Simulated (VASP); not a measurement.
# Y (P6_3/mmc) in VASP: further runs

One crystal, Y, is run at these levels: PBEsol; tasks: single point.

Program: VASP 6.6.1. These are calculated values, not measurements. Logs are shortened: lines on timing, memory, paths and dates and some standing lists are left out, and cuts for length are marked.

## (1) The structure

The structure is hexagonal, space group P6_3/mmc (No. 194). The conventional cell has a = 3.647 Å, b = 3.647 Å, c = 5.731 Å, α = 90.00°, β = 90.00°, γ = 120.00°. Y (site symmetry -6m2) has 12 Y at 3.56 to 3.65 Å as nearest neighbours.

## (2) Single point, PBEsol

The input, INCAR:

```
SYSTEM = Y
PREC     = Accurate       ! precision mode
ENCUT    = 350            ! plane-wave cutoff, eV
EDIFF    = 1E-6           ! SCF threshold, eV
ISMEAR   = -1             ! smearing method
SIGMA    = 0.15           ! smearing width, eV
LREAL    = .FALSE.        ! projectors in reciprocal space
LASPH    = .TRUE.         ! aspherical terms in the spheres
NELM     = 100            ! most SCF steps
ALGO     = Normal         ! electronic algorithm
ISIF     = 2              ! what is computed and relaxed
LWAVE    = .FALSE.        ! write WAVECAR
LCHARG   = .FALSE.        ! write CHGCAR
GGA      = PS             ! functional
NBANDS   = 18             ! bands
ADDGRID  = .FALSE.
```

The input, KPOINTS:

```
Automatic mesh
0
G
  13 13 7
  0 0 0
```

The input, POSCAR:

```
Y
1.0
    3.6474000000      0.0000000000      0.0000000000
   -1.8237000000      3.1587410578      0.0000000000
    0.0000000000      0.0000000000      5.7306000000
Y
2
Direct
    0.6666666667      0.3333333333      0.7500000000
    0.3333333333      0.6666666667      0.2500000000
```

Potentials or basis: VASP PAW PBE potentials, release 64 (Y_sv).

Launch:

```console
$ cat potpaw_PBE.64/Y_sv/POTCAR > POTCAR
$ mpirun -np 1 vasp_std > vasp.out
```

OUTCAR:

```text
SYSTEM = Y
   PREC = Accurate
   ENCUT = 350
   EDIFF = 1E-6
   ISMEAR = -1
   LREAL = .FALSE.
   LASPH = .TRUE.
   NELM = 100
   ISIF = 2
   GGA = PS

 Found     84 irreducible k-points:

 Following reciprocal coordinates:
            Coordinates               Weight
  0.000000  0.000000  0.000000      1.000000
  0.076923 -0.000000  0.000000      6.000000
  0.153846  0.000000  0.000000      6.000000
  0.230769 -0.000000  0.000000      6.000000
  0.307692  0.000000  0.000000      6.000000
  0.384615 -0.000000  0.000000      6.000000
   k-points           NKPTS =     84   k-points in BZ     NKDIM =     84   number of bands    NBANDS=     18
   number of dos      NEDOS =    301   number of ions     NIONS =      2
   total plane-waves  NPLWV =  20736
   dimension x,y,z NGX =    24 NGY =   24 NGZ =   36
   dimension x,y,z NGXF=    48 NGYF=   48 NGZF=   72
   ions per type =               2
   NGX,Y,Z   is equivalent  to a cutoff of  10.94, 10.94, 10.44 a.u.
   NGXF,Y,Z  is equivalent  to a cutoff of  21.88, 21.88, 20.89 a.u.
 SYSTEM =  Y
   PREC   = accura    normal or accurate (medium, high low for compatibility)
   ISTART =      0    job   : 0-new  1-cont  2-samecut
   ICHARG =      2    charge: 1-file 2-atom 10-const
   ISPIN  =      1    spin polarized calculation?
   LNONCOLLINEAR =      F non collinear calculations
   LSORBIT =      F    spin-orbit coupling
   LASPH  =      T    aspherical Exc in radial PAW
   ENCUT  =  350.0 eV  25.72 Ry    5.07 a.u.   5.56  5.56  8.74*2*pi/ulx,y,z
   NELM   =    100;   NELMIN=  2; NELMDL= -5     # of ELM steps
   EDIFF  = 0.1E-05   stopping-criterion for ELM
   LREAL  =      F    real-space projection
   EDIFFG = 0.1E-04   stopping-criterion for IOM
   NSW    =      0    number of steps for IOM
   IBRION =     -1    ionic relax: 0-MD 1-quasi-New 2-CG
   NFREE  =      0    steps in history (QN), initial steepest desc. (CG)
   ISIF   =      2    stress and relaxation
   ISYM   =      2    0-nonsym 1-usesym 2-fastsym
   POTIM  = 0.5000    time-step for ionic-motion
   TEBEG  =    0.0;   TEEND  =   0.0 temperature during run
   PSTRESS=    0.0 pullay stress
   NELECT =      22.0000    total number of electrons
   NUPDOWN=      -1.0000    fix difference up-down
   EMIN   =  10.00;   EMAX   =-10.00  energy-range for DOS
   EFERMI =   0.00;   METHOD = LEGACY
   ISMEAR =    -1;   SIGMA  =   0.15  broadening in eV -4-tet -1-fermi 0-gaus
   EFERMI_NEDOS =   21; number of points for ismear=-14 and -15
   IALGO  =     38    algorithm
   IMIX   =      4    mixing-type and parameters
     AMIX     =   0.40;   BMIX     =  1.00
     AMIX_MAG =   1.60;   BMIX_MAG =  1.00
  volume/ion in A,a.u.               =      33.01       222.77
  Fermi-wavevector in a.u.,A,eV,Ry     =   1.134967  2.144777 17.526345  1.288150
  Thomas-Fermi vector in A             =   2.271671
   LORBIT       =      0    0 simple, 1 ext, 2 COOP (PROOUT), +10 PAW based schemes
   GGA     = PS    functional components
   LHFCALC =     F    Hartree Fock is set to
   AEXX    =    0.0000 exact exchange contribution
   IVDW    =     0    specifies the selected vdW correction
   LEPSILON=     F    determine dielectric tensor
   LRPA    =     F    only Hartree local field effects (RPA)
 non-spin polarized calculation
  energy-cutoff  :      350.00
  volume of cell :       66.02
 maximum number of plane-waves:      1008
 NGX is ok and might be reduce to    24
   NGX = 11   NGY = 11   NGZ = 17

 number of electron      22.0000004 magnetization

 Free energy of the ion-electron system (eV)
  ---------------------------------------------------
  ext. energy  EPLUGINS =         0.00000000
  ---------------------------------------------------
  free energy    TOTEN  =       -13.74904131 eV

  energy without entropy =      -13.49562253  energy(sigma->0) =      -13.62233192

 E-fermi :   2.8626     XC(G=0):  -9.5132

 val. band max:        2.8614461921   @ k =   0.4615   0.0769   0.4286
 cond. band min:       2.8701640640   @ k =   0.3077   0.1538   0.4286
 fundamental gap:      0.0087178719
 Fermi energy:         2.8626080297

 k-point     1 :       0.0000    0.0000    0.0000
  band No.  band energies     occupation
      1     -39.7420      2.00000
      2     -39.6698      2.00000
      3     -20.0386      2.00000
      4     -19.5604      2.00000
      5     -19.5604      2.00000
      6     -19.4720      2.00000
      7     -19.4720      2.00000
      8     -19.4467      2.00000
      9      -1.8344      2.00000
     10       0.9970      1.99999
     11       3.7367      0.00587
     12       4.6034      0.00002
     13       4.6034      0.00002
     14       4.8848      0.00000
     15       5.2012      0.00000
     16       5.2012      0.00000
     17       5.6341      0.00000
     18       5.6341      0.00000

 k-point     2 :       0.0769   -0.0000    0.0000
  band No.  band energies     occupation
      1     -39.7391      2.00000
      2     -39.6688      2.00000
      3     -20.0282      2.00000
      4     -19.5817      2.00000
      5     -19.5676      2.00000
      6     -19.4945      2.00000
      7     -19.4748      2.00000
      8     -19.4516      2.00000
      9      -1.7084      2.00000
     10       1.1164      1.99998
     11       3.6079      0.01381
     12       4.2844      0.00015
     13       4.7201      0.00001
     14       5.0478      0.00000
     15       5.1339      0.00000
     16       5.3113      0.00000
     17       5.4645      0.00000
     18       5.5141      0.00000

 k-point     3 :       0.1538    0.0000    0.0000
  band No.  band energies     occupation
      1     -39.7309      2.00000
      2     -39.6660      2.00000
      3     -19.9980      2.00000
      4     -19.6409      2.00000
      5     -19.5872      2.00000
      6     -19.5555      2.00000
      7     -19.4829      2.00000
      8     -19.4663      2.00000
      9      -1.3449      2.00000
     10       1.4422      1.99985
     11       3.2806      0.11612
     12       3.7904      0.00411
     13       4.7231      0.00001
     14       5.0651      0.00000
     15       5.1314      0.00000
     16       5.2351      0.00000
     17       5.4720      0.00000
     18       5.6340      0.00000

 k-point     4 :       0.2308   -0.0000    0.0000
  band No.  band energies     occupation
      1     -39.7188      2.00000
      2     -39.6626      2.00000
      3     -19.9518      2.00000
      4     -19.7247      2.00000
      5     -19.6386      2.00000
      6     -19.6137      2.00000
      7     -19.4953      2.00000
      8     -19.4906      2.00000
      9      -0.7865      2.00000
     10       1.8460      1.99772
     11       2.8771      0.95181
     12       3.3306      0.08457
     13       4.4049      0.00007
     14       4.8028      0.00000
     15       4.9199      0.00000
     16       5.6216      0.00000
     17       5.9087      0.00000
     18       6.1437      0.00000

 k-point     5 :       0.3077    0.0000    0.0000
  band No.  band energies     occupation
      1     -39.7051      2.00000
      2     -39.6597      2.00000
      3     -19.8953      2.00000
      4     -19.8139      2.00000
      5     -19.7233      2.00000
      6     -19.6409      2.00000
      7     -19.5237      2.00000
      8     -19.5092      2.00000
      9      -0.1082      2.00000
     10       2.0442      1.99149
     11       2.5012      1.83510
     12       3.0419      0.46456
     13       4.3467      0.00010
     14       4.5336      0.00003
     15       4.6427      0.00001
     16       6.3559      0.00000
     17       6.4737      0.00000
     18       6.7864      0.00000

 k-point     6 :       0.3846   -0.0000    0.0000
  band No.  band energies     occupation
      1     -39.6925      2.00000
      2     -39.6586      2.00000
      3     -19.8879      2.00000
      4     -19.8378      2.00000
      5     -19.7912      2.00000
      6     -19.6628      2.00000
      7     -19.5618      2.00000
      8     -19.5212      2.00000
      9       0.5746      2.00000
     10       1.9272      1.99609
     11       2.2196      1.97287
     12       2.8818      0.93618
     13       4.3461      0.00010
     14       4.4419      0.00005
     15       4.6175      0.00002
     16       7.1864      0.00000
     17       7.2022      0.00000
     18       7.4649      0.00000

 [... further k-points ...]

------------------------ aborting loop because EDIFF is reached ----------------------------------------

  FORCE on cell =-STRESS in cart. coord.  units (eV):
  Direction    XX          YY          ZZ          XY          YZ          ZX
  --------------------------------------------------------------------------------------
  -------------------------------------------------------------------------------------
  Total       -0.8000856     -0.8000856     -0.8580853     -0.0000000      0.0000000     -0.0000000
  in kB      -19.4155415    -19.4155415    -20.8230111     -0.0000000      0.0000000     -0.0000000
  external PRESSURE =     -19.8846980 kB  Pullay stress =       0.0000000 kB

 VOLUME and BASIS-vectors are now :
 -----------------------------------------------------------------------------
  energy-cutoff  :      350.00
  volume of cell :       66.02
      direct lattice vectors                 reciprocal lattice vectors
     3.647400000  0.000000000  0.000000000     0.274167900  0.158290911  0.000000000
    -1.823700000  3.158741058  0.000000000     0.000000000  0.316581822  0.000000000
     0.000000000  0.000000000  5.730600000     0.000000000  0.000000000  0.174501797

 POSITION                                       TOTAL-FORCE (eV/Angst)
 -----------------------------------------------------------------------------------
      1.82370      1.05291      4.29795         0.000000      0.000000      0.000000
     -0.00000      2.10583      1.43265        -0.000000     -0.000000      0.000000
 -----------------------------------------------------------------------------------
    total drift:                               -0.000000      0.000000     -0.000000

  FREE ENERGIE OF THE ION-ELECTRON SYSTEM (eV)
  ---------------------------------------------------
  free  energy   TOTEN  =       -13.7490413079 eV

  energy  without entropy=      -13.4956225321  energy(sigma->0) =      -13.62233192
```

It took 24 s on 1 thread of AMD EPYC 9R45 (Zen 5), shared host; peak memory 0.16 GiB.

These settings aren't checked as converged: the numbers below hold their error.

What came out:

```
Free energy            : -13.7490 eV
Pressure               : -2.0 GPa
Band gap on the k mesh : none (metal or under the smearing width)
```

Caveat: the PAW data sets were made with another functional, which shifts forces and pressure a little.

## (3) Single point, PBEsol

Changes to INCAR since step 2:

```diff
@@ -2,3 +2,3 @@
 PREC     = Accurate       ! precision mode
-ENCUT    = 350            ! plane-wave cutoff, eV
+ENCUT    = 550            ! plane-wave cutoff, eV
 EDIFF    = 1E-6           ! SCF threshold, eV
```

The input, KPOINTS:

```
Automatic mesh
0
G
  11 11 6
  0 0 0
```

POSCAR is that of step 2.

Potentials or basis: VASP PAW PBE potentials, release 64 (Y_sv).

Launch:

```console
$ cat potpaw_PBE.64/Y_sv/POTCAR > POTCAR
$ mpirun -np 1 vasp_std > vasp.out
```

Run time: 32 s. Hardware: 1 thread of AMD EPYC 9R45 (Zen 5), shared host; peak memory 0.21 GiB.

The run converged, but some of its settings lie outside the range that counts as converged, so its numbers aren't taken as properties of the crystal.

Results:

* Free energy: -13.7499 eV
* Pressure: -2.0 GPa
* Band gap on the k mesh: none (metal or under the smearing width)

Caveat: the PAW data sets were made with another functional, which shifts forces and pressure a little.

(Part 1 of 2 ends here.)
